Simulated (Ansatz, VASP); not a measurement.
# InAs: VASP beside Ansatz

```
In As
1.0
     0.00000    2.99808    2.99808
     2.99808    0.00000    2.99808
     2.99808    2.99808    0.00000
In As
1 1
Direct
  0.00000 0.00000 0.00000
  0.75000 0.75000 0.75000
```

Change from the starting cell: strain -0.015 along x and y, -0.015 along z, atoms carried along.

Alike in both runs: task single point; functional PBEsol; k mesh 18 × 18 × 18; occupations gaussian, width 0.15 eV; no spin polarisation.

```csv
,VASP,Ansatz
version,VASP 6.6.1,Ansatz 0.2.0
potentials or method,"VASP PAW PBE potentials, release 64 (In_d, As)","scalar-relativistic, plane waves, PAW"
plane-wave cutoff (eV),520,420
valence electrons in the cell,18,28
```

```tsv
	VASP	Ansatz	Ansatz less VASP
gap on the k mesh at the Fermi level (eV)	none	none	-
pressure (GPa)	2.9	2.8	-0.11
```

A gap of «none» marks a metal or a gap that the smearing closes. The functional is the same, so the differences come from potentials, cutoffs and numerics. The two sets of potentials don't hold the same shells in valence.

Caveats: the PAW data sets were made with another functional, which shifts forces and pressure a little (VASP).
